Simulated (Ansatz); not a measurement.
# Lattice vibrations of Cu at Γ

These are results of Ansatz, DFT PBE, scalar-relativistic, plane waves, PAW, not measurements. Settings: 420 eV plane-wave cutoff, Γ-centred 24×24×14 mesh, Fermi-Dirac smearing of 0.15 eV. No spin polarisation. Phonons by linear response, acoustic sum rule imposed.

The cell, relaxed at this level:
```yaml
crystal:
  lattice:
    - [2.56310, 0.00000, 0.00000]
    - [-1.28155, 2.21971, 0.00000]
    - [0.00000, 0.00000, 4.21002]
  atoms:
    - { symbol: Cu, position: [0.66667, 0.33333, 0.75000] }
    - { symbol: Cu, position: [0.33333, 0.66667, 0.25000] }
```

It was reached by relaxing an invented guess, and it needn't be the stable form of this composition. In a metal, frequencies depend on the k mesh and the smearing, soft modes most. This form isn't the element's ground state: it lies 9 meV/atom above the standard structure at this level.

Task: Is this structure stable against zone-centre distortions?

Result: Yes, at Γ: no optical mode is imaginary. Strains and other wave vectors aren't tested by this run.

Task: List the optical modes at Γ (i marks imaginary ones).

Result:
```
frequency (cm⁻¹)  degeneracy
             104           2
             239           1
```
